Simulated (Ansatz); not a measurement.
## Structure types of Ru compared at 250 GPa

Structure types of Ru are relaxed in primitive cells with their symmetry kept at 250 GPa, first on PAW files, then by LAPW. The enthalpy is E + pV at zero temperature, without zero-point motion. Only the types listed were tried, and differences under about 5 meV/atom are mesh noise. Not among the end structures: fcc, which may lie lower.

Level of theory: DFT with PBE, scalar-relativistic, in Ansatz 0.2.0; Fermi–Dirac smearing of 0.05 eV, no spin polarisation. LAPW: all electrons, basis error target 0.5 meV/atom; PAW: frozen-core files, cutoff 420 eV.

k meshes: bcc 20×20×20, hcp 18×18×10, simple hexagonal 19×19×18, beta tin 19×19×19, diamond 15×15×15.

```tsv
start type	ends as	a, b, c (Å)	V (Å³/atom)	H − H(lowest), LAPW (meV/atom)
bcc	bcc, Im-3m	2.696, 2.696, 2.696	9.80	?
hcp	hcp, P6_3/mmc	2.410, 2.410, 3.849	9.68	0.0
simple hexagonal	simple hexagonal, P6/mmm	2.319, 2.319, 2.160	10.06	1823.1
beta tin	beta tin, I4_1/amd	4.230, 4.230, 2.283	10.21	?
diamond	diamond, Fd-3m	4.624, 4.624, 4.624	12.36	7008.9
```

**Question.** Fill in "H − H(lowest), LAPW (meV/atom)" for the row "beta tin".

**Answer.** 2239.3.

**Question.** What belongs in the row "bcc", column "H − H(lowest), LAPW (meV/atom)"?

**Answer.** 959.7.

**Question.** Split the lead of hcp over bcc into energy and pV.

**Answer.** For bcc less hcp: ΔE = +778.8 meV/atom, and p·ΔV = 250 GPa × +0.1159 Å³ × 6.242 meV/(GPa·Å³) = +180.9 meV/atom, together 959.7 meV/atom. hcp wins on both counts.
